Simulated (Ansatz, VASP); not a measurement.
**Two plane-wave programs on BN**

```
B N
1.0
     0.00000    1.66796    1.81300
     1.66796    0.00000    1.81300
     1.66796    1.66796    0.00000
B N
1 1
Direct
  0.00000 0.00000 0.00000
  0.75000 0.75000 0.75000
```

Change from the starting cell: strain -0.080 along x and y, +0.000 along z, atoms carried along.

Alike in both runs: task single point; functional PBE; k mesh 12 × 12 × 12; occupations gaussian, width 0.05 eV; no spin polarisation.

|  | VASP | Ansatz |
| --- | --- | --- |
| version | VASP 6.6.1 | Ansatz 0.2.0 |
| potentials or method | VASP PAW PBE potentials, release 64 (B, N) | scalar-relativistic, plane waves, PAW |
| plane-wave cutoff (eV) | 520 | 420 |
| valence electrons in the cell | 8 | 8 |

|  | VASP | Ansatz | Ansatz less VASP |
| --- | --- | --- | --- |
| gap on the k mesh at the Fermi level (eV) | 3.74 | 3.76 | +0.019 |
| least direct gap on the mesh (eV) | 9.09 | 9.11 | +0.017 |
| pressure (GPa) | 83.8 | 83.0 | -0.77 |
| largest component of the traceless stress (GPa) | 44.42 | 44.45 | +0.023 |

Caveats: the cell as given lies far from equilibrium; so large a pressure means that the cell lies far from this level's equilibrium, or that cutoff or potentials fall short (VASP). A k mesh can miss the band edges.
